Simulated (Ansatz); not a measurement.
Crystal: VH2.

```xyz
3
Lattice="0.0000 2.1355 2.1355 2.1355 0.0000 2.1355 2.1355 2.1355 0.0000" Properties=species:S:1:pos:R:3 pbc="T T T"
V     0.0000    0.0000    0.0000
H     3.2032    3.2032    3.2032
H     1.0677    1.0677    1.0677
```

* Program: Ansatz 0.2.0
* Task: relaxation of cell and atoms
* Functional: r2SCAN
* Potentials or basis: Ansatz PAW
* Cutoff: 500 eV (not typed: the program's choice for these potentials)
* k mesh: 11 × 11 × 11
* Occupations: fermi-dirac, width 0.05 eV
* Spin: collinear spin, ferromagnetic start
* Starting moments: [2.0, 0.0, 0.0] μB

At the start: volume 6.49 Å³/atom.

Question: How do energy, volume and symmetry change on relaxing?

Answer: It ends after 6 steps and the volume is 6.12 Å³/atom (-5.7 %); space group Fm-3m (No. 225, to 0.05 Å); moment 0.13 μB per cell.

The path:
```csv
step,energy change (eV),largest force (eV/Å),volume (Å³)
1,0.0000,0.0000,19.48
2,-0.0076,0.0000,19.16
3,-0.0234,0.0000,18.47
4,-0.0237,0.0000,18.31
5,-0.0238,0.0000,18.37
6,-0.0231,0.0000,18.37
```

Final structure:
```yaml
crystal:
  lattice:
    - [0.00000, 2.09436, 2.09436]
    - [2.09436, 0.00000, 2.09436]
    - [2.09436, 2.09436, 0.00000]
  atoms:
    - { symbol: V, position: [0.00000, 0.00000, 0.00000] }
    - { symbol: H, position: [0.75000, 0.75000, 0.75000] }
    - { symbol: H, position: [0.25000, 0.25000, 0.25000] }
```

Caveat: the magnetic or orbital state may not be the lowest; the plane-wave basis is chosen anew once the cell has moved, so the energies of steps on either side of that aren't comparable; the PAW data sets come from PBE, with cores solved anew for the run's functional, which leaves a small shift of forces and pressure; the starting moments weren't kept.
